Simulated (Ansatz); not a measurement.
A 2-atom cell of CaS started from a crystallographic database (r2SCAN geometry), in Ansatz:

```
Ca S
1.0
     0.00000    2.84794    2.84794
     2.84794    0.00000    2.84794
     2.84794    2.84794    0.00000
Ca S
1 1
Cartesian
  0.0000 0.0000 0.0000
  2.8479 2.8479 2.8479
```

G0W0@PBE with 173 empty bands, a screening cutoff of 140 eV and a 4×4×4 mesh (PAW, contour deformation) gives 4.096 eV over the mesh points, from a PBE gap of 2.355 eV; it sums over 181 bands with 169 plane waves in the screening and a wave cutoff of 420 eV. The G0W0 figures hold for the stated bands, cutoff and mesh and aren't extrapolated. Spin-unpolarised throughout; all numbers are computed.

Problem. Estimate the gap with starting point LDA.

Solution. 4.001 eV (-0.095 eV), from a Kohn-Sham gap of 2.141 eV.

Problem. Estimate the gap with potentials of the kind norm-conserving.

Solution. 4.045 eV (-0.051 eV), from a Kohn-Sham gap of 2.358 eV.
